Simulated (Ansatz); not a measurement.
Runs of Ansatz 0.2.0 on CdSe. Symmetry: F-43m, No. 216, cubic system. Conventional cell: a = 6.141 Å, b = 6.141 Å, c = 6.141 Å, α = 90.00°, β = 90.00°, γ = 90.00°. Around Cd (site symmetry -43m) lie 4 Se at 2.66 Å. Se (site symmetry -43m) has 4 Cd at 2.66 Å as nearest neighbours. Measurements of this composition are mostly on another form, of space group No. 186.

```tsv
task	level	cell	k mesh	cutoff (eV)	gap on the mesh (eV)	pressure (GPa)	relaxed volume (Å³/atom)
relaxation of cell and atoms	RPBE	relaxed	8 × 8 × 8	-	0.58	0.0	31.03
phonons	LDA	as given	6 × 6 × 6	288	(c)	-	-
relaxation of cell and atoms	PBEsol	relaxed	8 × 8 × 8	-	0.48	0.0	28.14
relaxation of cell and atoms	LDA	relaxed	8 × 8 × 8	-	0.40	0.0	27.12
relaxation of cell and atoms	revPBE	relaxed	8 × 8 × 8	-	(a)	0.0	(b)
relaxation of cell and atoms	BLYP	relaxed	8 × 8 × 8	-	-	0.0	31.53
```

Alike in all rows: potentials or basis all-electron LAPW, scalar-relativistic; no spin polarisation; smearing fermi-dirac 0.05 eV; basis error allowed 0.001 eV/atom.

Problem. Fill in the values left out.

Solution. (a) 0.56; (b) 30.67; (c) 0.27.

A k mesh can miss the band edges, and the runs leave out spin-orbit coupling on Cd, Se.

Runs at the PBE level aren't shown here.
